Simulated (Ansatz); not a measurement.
**Bi in Ansatz: the effect of functional**

Crystal: Bi.

```
Bi
1.0
     3.25982    0.00000    0.00000
     0.00000    3.24298    0.00000
    -0.08099    0.00000    6.48656
Bi
2
Direct
  0.54425 0.00000 0.74958
  0.45575 0.00000 0.25042
```

This isn't the form of Bi at room conditions, which is rhombohedral.

The cell isn't the ideal one: volume scaled by 1.02.

Alike in all runs:

```yaml
Program: Ansatz 0.2.0
Task: single point
Potentials_or_basis: Ansatz PAW
k_mesh: 8 × 8 × 4
Occupations: fermi-dirac, width 0.05 eV
Spin: no spin polarisation
```

```csv
functional,cutoff,pressure (GPa),largest force (eV/Å)
LDA,420 eV (not typed: the program's choice for these potentials),?,?
PBEsol,420 eV (not typed: the program's choice for these potentials),-1.4,0.01
r2SCAN,500 eV (not typed: the program's choice for these potentials),0.1,0.03
```

Q: What does the run with functional LDA give?

A: Pressure -2.7 GPa; largest force 0.02 eV/Å.

Caveats: the PAW data sets come from PBE, with cores solved anew for the run's functional, which leaves a small shift of forces and pressure.

Runs at the PBE level aren't shown here.
